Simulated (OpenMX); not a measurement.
The system is CdSe (Cadmoselite).

```xyz
4
Lattice="4.3000 0.0000 0.0000 -2.1500 3.7239 0.0000 0.0000 0.0000 7.0200" Properties=species:S:1:pos:R:3 pbc="T T T"
Cd    2.1500    1.2413    3.5100
Cd    0.0000    2.4826    0.0000
Se    2.1500    1.2413    6.2127
Se    0.0000    2.4826    2.7027
```

Base run:

```yaml
Program: OpenMX 3.8.5
Functional: PBE
Dispersion: D3
Potentials_or_basis: OpenMX 2013 PBE set, Cd7.0-s3p2d2, Se7.0-s3p2d2, grid cutoff 500 Ry
k_mesh: 5 × 5 × 3
Occupations: fermi-dirac, width 0.05 eV
Spin: no spin polarisation
```

Its results: band gap on the k mesh 0.89 eV, direct; pressure 1.5 GPa; largest force 0.329 eV/Å.

**Question.** The run is repeated on the same cell with these changes: dispersion from D3 to none. What comes out?

**Answer.** Band gap on the k mesh 0.89 eV, direct; pressure 3.6 GPa; largest force 0.334 eV/Å.

Dispersion adds attraction, which lowers the pressure at fixed volume and, as a term added to the energy, leaves the levels alone.

Caveats: the basis of atomic orbitals isn't converged, which shifts pressures, moduli and gaps.

